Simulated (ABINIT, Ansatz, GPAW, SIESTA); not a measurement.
# One calculation of MoS2, 5 ways

```
Mo S
1.0
     1.58000    0.91221    6.15000
    -1.58000    0.91221    6.15000
     0.00000   -1.82443    6.15000
Mo S
1 2
Direct
  0.00109 0.99465 0.00229
  0.39382 0.43175 0.43359
  0.24200 0.24394 0.26031
```

Atoms were shifted at random by some hundredths of an Å from the given cell, which wasn't relaxed again for these runs.

Alike in all runs: task single point; functional PBEsol; k mesh 10 × 10 × 10; occupations fermi-dirac, width 0.05 eV; no spin polarisation; no spin-orbit coupling. Pressure is positive in compression and, in plane waves, holds the error of the finite cutoff, which Ansatz's Pulay term estimates and takes out.

| program and potentials | plane-wave cutoff (eV) | notes | band gap (eV) | pressure (GPa) | largest force (eV/Å) | energy over the undisturbed cell (meV/atom) |
| --- | --- | --- | --- | --- | --- | --- |
| Ansatz, Ansatz PAW | 420 | potentials made for PBE, which Ansatz adapts in part | 0.85 | -2.99 | 1.193 | 16.99 |
| GPAW, PAW data sets generated for this functional | 600 | - | 0.84 | -3.09 | 1.192 | - |
| ABINIT, PseudoDojo NC SR PBEsol v0.4.1 standard | 1088 | - | ? | ? | ? | - |
| SIESTA, files PseudoDojo sr-pbesol-0.4.1-standard, DZP (energy shift 0.003 Ry; two zetas on semicore shells) | - | atomic basis | 0.91 | -0.16 | 1.245 | 7.25 |
| Ansatz, all-electron LAPW, scalar-relativistic | - | - | 0.85 | -2.97 | 1.194 | - |

Estimate from the other rows what the run with ABINIT, PseudoDojo NC SR PBEsol v0.4.1 standard gave.

Band gap 0.85 eV; pressure -2.92 GPa; largest force 1.196 eV/Å. The other rows, which needn't bracket it: band gap 0.84 to 0.91; pressure -3.09 to -0.16; largest force 1.192 to 1.245; energy over the undisturbed cell 7.25 to 16.99.
